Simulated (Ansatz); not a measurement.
SiNi3:

```
CELL_PARAMETERS angstrom
3.54200 0.00000 0.00000
0.00000 3.54200 0.00000
0.00000 0.00000 3.54200
ATOMIC_POSITIONS crystal
Ni 0.50000 0.50000 0.00000
Ni 0.50000 0.00000 0.50000
Ni 0.00000 0.50000 0.50000
Si 0.00000 0.00000 0.00000
```

| Property | Result |
| --- | --- |
| Program | Ansatz 0.2.0 |
| Task | relaxation of cell and atoms |
| Functional | PBE |
| Dispersion | D3(BJ) |
| Potentials or basis | Ansatz PAW |
| Cutoff | 420 eV (not typed: the program's choice for these potentials) |
| k mesh | 8 × 8 × 8 |
| Occupations | fermi-dirac, width 0.05 eV |
| Spin | collinear spin, ferromagnetic start |
| Starting moments | [1.0, 1.0, 1.0, 0.0] μB |

At the start: volume 11.11 Å³/atom.

Question: Where does the relaxation end?

Answer: It ends after 6 steps and the volume is 10.40 Å³/atom (-6.3 %); space group Pm-3m (No. 221, to 0.05 Å); moment 0.00 μB per cell.

Step by step:
| step | energy change (eV) | largest force (eV/Å) | volume (Å³) |
| --- | --- | --- | --- |
| 1 | 0.0000 | 0.0000 | 44.44 |
| 2 | -0.0981 | 0.0000 | 42.85 |
| 3 | -0.1235 | 0.0000 | 41.45 |
| 4 | -0.1239 | 0.0000 | 41.63 |
| 5 | -0.1239 | 0.0000 | 41.62 |
| 6 | -0.1228 | 0.0000 | 41.62 |

Final structure:
```yaml
crystal:
  lattice:
    - [3.46545, 0.00000, 0.00000]
    - [0.00000, 3.46545, 0.00000]
    - [0.00000, 0.00000, 3.46545]
  atoms:
    - { symbol: Ni, position: [0.50000, 0.50000, 0.00000] }
    - { symbol: Ni, position: [0.50000, 0.00000, 0.50000] }
    - { symbol: Ni, position: [0.00000, 0.50000, 0.50000] }
    - { symbol: Si, position: [0.00000, 0.00000, 0.00000] }
```

Caveat: the plane-wave basis is chosen anew once the cell has moved, so the energies of steps on either side of that aren't comparable; pairwise dispersion overbinds metals, which lowers pressure and volume; the starting moments weren't kept.
